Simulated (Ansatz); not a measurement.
AlN: one atom moved over a plane

All numbers below come from DFT r2SCAN, scalar-relativistic, plane waves, PAW (Ansatz). Settings: plane waves to 500 eV, k-mesh 12×12×6 (Γ-centred), Gaussian smearing 0.05 eV. No spin polarisation. Energies are free energies at this smearing, counted from the undisturbed cell; pressure is positive in compression.

Reference structure (as given, not relaxed at this level; it stands at -0.6 GPa):

```
Al N
1.0
     3.11100    0.00000    0.00000
    -1.55550    2.69421    0.00000
     0.00000    0.00000    4.97800
Al N
2 2
Direct
  0.33333 0.66667 0.00000
  0.66667 0.33333 0.50000
  0.33333 0.66667 0.38500
  0.66667 0.33333 0.88500
```

Atom 3 (N) is moved by p along (1.000, 0.000, 0.000) and q along (0.000, 1.000, 0.000) (Å), all else fixed. Points are written (p, q).

Energy above the undisturbed cell in eV/cell (a dash: not computed):

| p \ q | -0.600 | -0.300 | 0.000 | 0.300 | 0.600 |
| --- | --- | --- | --- | --- | --- |
| -0.600 | 16.79 | 9.46 | 3.87 | 1.83 | 3.83 |
| -0.300 | 4.41 | 2.32 | 0.81 | 1.18 | 5.78 |
| 0.000 | 1.57 | 0.55 | 0.00 | 1.08 | 6.77 |
| 0.300 | 4.41 | 2.32 | 0.81 | 1.18 | 5.78 |
| 0.600 | 16.79 | 9.46 | 3.87 | 1.83 | 3.83 |

Pressure in GPa:

| p \ q | -0.600 | -0.300 | 0.000 | 0.300 | 0.600 |
| --- | --- | --- | --- | --- | --- |
| -0.600 | 109.4 | 66.5 | 28.7 | 13.1 | 26.7 |
| -0.300 | 32.3 | 17.5 | 6.0 | 8.9 | 42.0 |
| 0.000 | 11.5 | 3.9 | -0.6 | 8.1 | 48.9 |
| 0.300 | 32.3 | 17.5 | 6.0 | 8.9 | 42.0 |
| 0.600 | 109.4 | 66.5 | 28.7 | 13.1 | 26.7 |

Gap on the k-mesh in eV:

```csv
p \ q,-0.600,-0.300,0.000,0.300,0.600
-0.600,3.80,4.21,3.81,3.16,2.83
-0.300,3.61,4.34,4.45,4.04,3.79
0.000,3.41,4.35,4.80,4.56,4.25
0.300,3.61,4.34,4.45,4.04,3.79
0.600,3.80,4.21,3.81,3.16,2.83
```